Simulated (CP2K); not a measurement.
# Hf in CP2K: the effect of dispersion

Hf:

```
Hf
1.0
     3.19670    0.00000    0.00000
    -1.59835    2.76842    0.00000
     0.00000    0.00000    5.05780
Hf
2
Cartesian
  1.5984 0.9228 3.7934
  0.0000 1.8456 1.2645
```

Alike in all runs:

| Property | Result |
| --- | --- |
| Program | CP2K 2026.2 |
| Task | single point |
| Functional | BLYP |
| Potentials or basis | GTH_POTENTIALS Hf GTH-PBE-q12; TZVP-MOLOPT-PBE-GTH basis |
| Density cutoff | 6123 eV |
| k mesh | 10 × 10 × 5 |
| Occupations | fermi-dirac, width 0.05 eV |
| Spin | no spin polarisation |

| dispersion | pressure (GPa) |
| --- | --- |
| none | ? |
| D3 | -4.2 |
| D3(BJ) | -5.0 |
| D4 | 0.7 |
| D3(BJ)+ATM | -4.7 |

Question: What does the run with dispersion none give?

Answer: Pressure 3.5 GPa.

Caveats: the potentials were made for another functional, which shifts forces and pressure; the basis of atomic orbitals isn't converged, which shifts pressures, moduli and gaps; pairwise dispersion overbinds metals, which lowers pressure and volume (some runs).
